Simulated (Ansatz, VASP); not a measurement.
# Two plane-wave programs on Al

Contents of INCAR:

```
SYSTEM = Al
PREC     = Accurate       ! precision mode
ENCUT    = 520            ! plane-wave cutoff, eV
EDIFF    = 1E-6           ! SCF threshold, eV
ISMEAR   = -1             ! smearing method
SIGMA    = 0.08           ! smearing width, eV
LREAL    = .FALSE.        ! projectors in reciprocal space
LASPH    = .TRUE.         ! aspherical terms in the spheres
NELM     = 100            ! most SCF steps
ALGO     = Normal         ! electronic algorithm
ISIF     = 2              ! what is computed and relaxed
LWAVE    = .FALSE.        ! write WAVECAR
LCHARG   = .TRUE.         ! write CHGCAR
GGA      = PS             ! functional
LELF     = .TRUE.         ! ELF
LVHAR    = .TRUE.       
NBANDS   = 8              ! bands
```

Contents of KPOINTS:

```
regular mesh
0
G
  18 18 18
  0 0 0
```

POSCAR

```
Al
1.0
    0.0000000000      1.7302643858      1.7302643858
    1.7302643858      0.0000000000      1.7302643858
    1.7302643858      1.7302643858      0.0000000000
Al
1
Direct
    0.0000000000      0.0000000000      0.0000000000
```

Input for Ansatz:

```yaml
crystal:
  lattice:
    - [0.0, 1.7302643858, 1.7302643858]
    - [1.7302643858, 0.0, 1.7302643858]
    - [1.7302643858, 1.7302643858, 0.0]
  atoms:
    - { symbol: Al, position: [0.0, 0.0, 0.0] }
kpoints:
  mp_grid: { grid: [18, 18, 18] }
scf:
  occupations: { method: fermi_dirac, width: 0.08 }
hamiltonian:
  xc: pbesol
  pseudopotentials: { kind: paw }
output:
  forces: true
  stress: true
  eigenvalues: true
  populations: true
  write_density: true
  write_potential: true
  elf: true
  volumetric_format: npy
```

Change from the starting cell: volume scaled by 0.64, PAW files.

Alike in both runs: task single point; functional PBEsol; k mesh 18 × 18 × 18; occupations fermi-dirac, width 0.08 eV; no spin polarisation.

|  | VASP | Ansatz |
| --- | --- | --- |
| version | VASP 6.6.1 | Ansatz 0.2.0 |
| potentials or method | VASP PAW PBE potentials, release 64 (Al) | PAW with Ansatz's default frozen-core files, scalar-relativistic |
| plane-wave cutoff (eV) | 520 | 420 |
| valence electrons in the cell | 3 | 3 |

```csv
,VASP,Ansatz,Ansatz less VASP
pressure (GPa),95.9,95.3,-0.64
```

Caveats: the cell as given lies far from equilibrium; so large a pressure means that the cell lies far from this level's equilibrium, or that cutoff or potentials fall short (VASP); the potentials were made for another functional, which shifts forces and pressure (VASP).
